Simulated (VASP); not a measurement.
# Sc (Fm-3m) in VASP: a series of runs, part 2 of 2

VASP 6.6.1. The steps go on from the part before.

## 5. Single point, PBEsol (strain -0.080 along x and y, +0.000 along z, atoms carried along)

Contents of INCAR:

```
PREC = Accurate ; ENCUT = 520
EDIFF = 1E-6 ; ISMEAR = 0
SIGMA = 0.15 ; LREAL = False
LASPH = True ; NELM = 100
ALGO = Normal ; ISIF = 2
LWAVE = False ; LCHARG = True
GGA = PS ; LELF = True
LVHAR = True ; NBANDS = 12
```

Contents of KPOINTS:

```
regular mesh
0
Gamma
  18 18 18
```

Contents of POSCAR:

```
Sc
1.0
    0.0000000000      2.0888600000      2.2705000000
    2.0888600000      0.0000000000      2.2705000000
    2.0888600000      2.0888600000      0.0000000000
Sc
1
Direct
    0.0000000000      0.0000000000      0.0000000000
```

Potentials or basis: VASP PAW PBE potentials, release 64 (Sc_sv).

Launch:

```
$ cat potpaw_PBE.64/Sc_sv/POTCAR > POTCAR
$ mpirun -np 1 vasp_std > vasp.out
```

OUTCAR:

```text
PREC = Accurate
   ENCUT = 520
   EDIFF = 1E-6
   ISMEAR = 0
   LREAL = False
   LASPH = True
   NELM = 100
   ISIF = 2
   GGA = PS

 ion  position               nearest neighbor table
   1  0.000  0.000  0.000-

  LATTYP: Found a body centered tetragonal cell.
 ALAT       =     2.9540941419
 C/A-ratio  =     1.5371886548

  Lattice vectors:

 A1 = (  -2.0888600000,   0.0000000000,   2.2705000000)
 A2 = (   2.0888600000,   0.0000000000,   2.2705000000)
 A3 = (   0.0000000000,   2.0888600000,  -2.2705000000)

Analysis of symmetry for initial positions (statically):
=====================================================================
 Subroutine PRICEL returns:
 Original cell was already a primitive cell.

 Routine SETGRP: Setting up the symmetry group for a
 body centered tetragonal supercell.

 Subroutine GETGRP returns: Found 16 space group operations
 (whereof 16 operations were pure point group operations)
 out of a pool of 16 trial point group operations.

The static configuration has the point symmetry D_4h.

Analysis of symmetry for dynamics (positions and initial velocities):
=====================================================================
 Subroutine PRICEL returns:
 Original cell was already a primitive cell.

 Routine SETGRP: Setting up the symmetry group for a
 body centered tetragonal supercell.

 Subroutine GETGRP returns: Found 16 space group operations
 (whereof 16 operations were pure point group operations)
 out of a pool of 16 trial point group operations.

The dynamic configuration has the point symmetry D_4h.

 Subroutine INISYM returns: Found 16 space group operations
 (whereof 16 operations are pure point group operations),
 and found     1 'primitive' translations

----------------------------------------------------------------------------------------

                                     Primitive cell

[... 113 lines left out ...]
   GGA     = PS    functional components
   LHFCALC =     F    Hartree Fock is set to
   AEXX    =    0.0000 exact exchange contribution
   IVDW    =     0    specifies the selected vdW correction
   LEPSILON=     F    determine dielectric tensor
   LRPA    =     F    only Hartree local field effects (RPA)
 non-spin polarized calculation
 Gauss-broadening in eV      SIGMA  =   0.15
  energy-cutoff  :      520.00
  volume of cell :       19.81
 maximum number of plane-waves:       549
   NGX = 11   NGY = 11   NGZ = 11

 number of electron      11.0000000 magnetization

 Free energy of the ion-electron system (eV)
  ---------------------------------------------------
  ext. energy  EPLUGINS =         0.00000000
  ---------------------------------------------------
  free energy    TOTEN  =        -6.42700492 eV

  energy without entropy =       -6.41113055  energy(sigma->0) =       -6.41906773

 E-fermi :   5.0071     XC(G=0): -10.9175

 val. band max:        5.0055427179   @ k =  -0.3333   0.4444   0.1667
 cond. band min:       5.0076986982   @ k =  -0.3889   0.3889   0.2222
 fundamental gap:      0.0021559803
 Fermi energy:         5.0071087123

 k-point     1 :       0.0000    0.0000    0.0000
  band No.  band energies     occupation
      1     -43.6797      2.00000
      2     -21.9917      2.00000
      3     -21.9849      2.00000
      4     -21.9849      2.00000
      5      -0.5243      2.00000
      6       6.4160      0.00000
      7       7.1333      0.00000
      8       7.1333      0.00000
      9       8.2114      0.00000
     10       9.1038      0.00000
     11      18.8840      0.00000
     12      21.8175      0.00000
[... 331 lines left out ...]
 k-point    24 :      -0.2222    0.0556    0.0000
  band No.  band energies     occupation
      1     -43.6023      2.00000
      2     -22.4173      2.00000
      3     -22.0747      2.00000
      4     -22.0034      2.00000
      5       1.2092      2.00000
      6       5.8285      0.00000
      7       6.7708      0.00000
      8       7.5488      0.00000
      9       8.5952      0.00000
     10       8.8303      0.00000
     11      17.7391      0.00000
     12      19.6273      0.00000

 [... further k-points ...]

------------------------ aborting loop because EDIFF is reached ----------------------------------------

  FORCE on cell =-STRESS in cart. coord.  units (eV):
  Direction    XX          YY          ZZ          XY          YZ          ZX
  --------------------------------------------------------------------------------------
  -------------------------------------------------------------------------------------
  Total        1.6553391      1.6553391      1.2764699      0.0000000      0.0000000     -0.0000000
  in kB      133.8527795    133.8527795    103.2169430      0.0000000      0.0000000     -0.0000000
  external PRESSURE =     123.6408340 kB  Pullay stress =       0.0000000 kB

 VOLUME and BASIS-vectors are now :
 -----------------------------------------------------------------------------
  energy-cutoff  :      520.00
  volume of cell :       19.81
      direct lattice vectors                 reciprocal lattice vectors
     0.000000000  2.088860000  2.270500000    -0.239365012  0.239365012  0.220215811
     2.088860000  0.000000000  2.270500000     0.239365012 -0.239365012  0.220215811
     2.088860000  2.088860000  0.000000000     0.239365012  0.239365012 -0.220215811

 POSITION                                       TOTAL-FORCE (eV/Angst)
 -----------------------------------------------------------------------------------
      0.00000      0.00000      0.00000        -0.000000      0.000000      0.000000
 -----------------------------------------------------------------------------------
    total drift:                                0.000000      0.000000      0.000000

  FREE ENERGIE OF THE ION-ELECTRON SYSTEM (eV)
  ---------------------------------------------------
  free  energy   TOTEN  =        -6.4270049157 eV

  energy  without entropy=       -6.4111305478  energy(sigma->0) =       -6.41906773
```

OSZICAR:

```text
N       E                     dE             d eps       ncg     rms          rms(c)
DAV:   1     0.709796938670E+02    0.70980E+02   -0.50999E+03 11592   0.930E+02
DAV:   2    -0.572255171804E+01   -0.76702E+02   -0.74991E+02 11528   0.283E+02
DAV:   3    -0.698623807665E+01   -0.12637E+01   -0.12420E+01 14764   0.485E+01
DAV:   4    -0.700519460567E+01   -0.18957E-01   -0.18944E-01 14440   0.480E+00
DAV:   5    -0.700545316440E+01   -0.25856E-03   -0.25856E-03 15468   0.518E-01    0.721E+00
DAV:   6    -0.650463702853E+01    0.50082E+00   -0.74240E-01 17308   0.129E+01    0.237E+00
DAV:   7    -0.643170025069E+01    0.72937E-01   -0.15970E-01 18212   0.576E+00    0.458E-01
DAV:   8    -0.642708805718E+01    0.46122E-02   -0.66252E-03 13220   0.111E+00    0.102E-01
DAV:   9    -0.642700086224E+01    0.87195E-04   -0.41935E-04 17936   0.322E-01    0.171E-02
DAV:  10    -0.642700493095E+01   -0.40687E-05   -0.87397E-06 13720   0.290E-02    0.209E-03
DAV:  11    -0.642700491573E+01    0.15212E-07   -0.23499E-07  7648   0.815E-03
   1 F= -.64270049E+01 E0= -.64190677E+01  d E =-.158744E-01
```

stdout:

```text
POSCAR found type information on POSCAR Sc
 POSCAR found :  1 types and       1 ions
 scaLAPACK will be used
 -----------------------------------------------------------------------------
|                                                                             |
|                                                                             |
|     You enforced a specific xc type in the INCAR file but a different       |
|     I HOPE YOU KNOW WHAT YOU ARE DOING!                                     |
|                                                                             |
 -----------------------------------------------------------------------------

 LDA part: xc-table for (Slater+PW92), standard interpolation
 POSCAR, INCAR and KPOINTS ok, starting setup
 FFT: planning ... GRIDC
 FFT: planning ... GRID_SOFT
 FFT: planning ... GRID
 WAVECAR not read
 entering main loop
```

Run time: 28 s. Hardware: 1 thread of Intel Xeon 6975P-C (Granite Rapids), shared host; peak memory 0.22 GiB.

What came out:

```
Free energy            : -6.4270 eV
Pressure               : 12.4 GPa
Band gap on the k mesh : none (metal or under the smearing width)
```

Levels at points of the mesh, in eV from the Fermi level:
| k point | band 3 | band 4 | band 5 | band 6 | band 7 | band 8 |
| --- | --- | --- | --- | --- | --- | --- |
| (0.00, 0.00, 0.00) | -26.99 | -26.99 | -5.53 | 1.41 | 2.13 | 2.13 |
| (0.50, 0.00, 0.00) | -27.14 | -27.05 | -2.04 | 0.83 | 1.33 | 2.08 |
| (0.50, 0.50, 0.00) | -27.21 | -27.21 | -2.08 | -0.86 | 1.98 | 4.95 |
| (0.50, 0.00, 0.50) | -27.39 | -27.24 | -2.04 | -1.04 | 3.37 | 4.82 |

Caveat: the PAW data sets were made with another functional, which shifts forces and pressure a little.

## 6. Overview

```tsv
cell	gap on the mesh (eV)	pressure (GPa)
strain +0.080 along x and y, +0.080 along z, atoms carried along	none	-8.4
strain +0.000 along x and y, -0.080 along z, atoms carried along	none	5.7
strain -0.080 along x and y, -0.040 along z, atoms carried along	none	16.3
strain -0.080 along x and y, +0.000 along z, atoms carried along	none	12.4
```

Alike in all rows: task single point; level PBEsol; potentials or basis VASP PAW PBE potentials, release 64 (Sc_sv); no spin polarisation; k mesh 18 × 18 × 18; cutoff (eV) 520; smearing gaussian 0.15 eV.

Caveats: the PAW data sets were made with another functional, which shifts forces and pressure a little (some runs); so large a pressure means that the cell lies far from this level's equilibrium, or that cutoff or potentials fall short (some runs); the potentials were made for another functional, which shifts forces and pressure (some runs).

Total energies depend on the potentials used, so only differences within one code and one set of settings carry meaning.
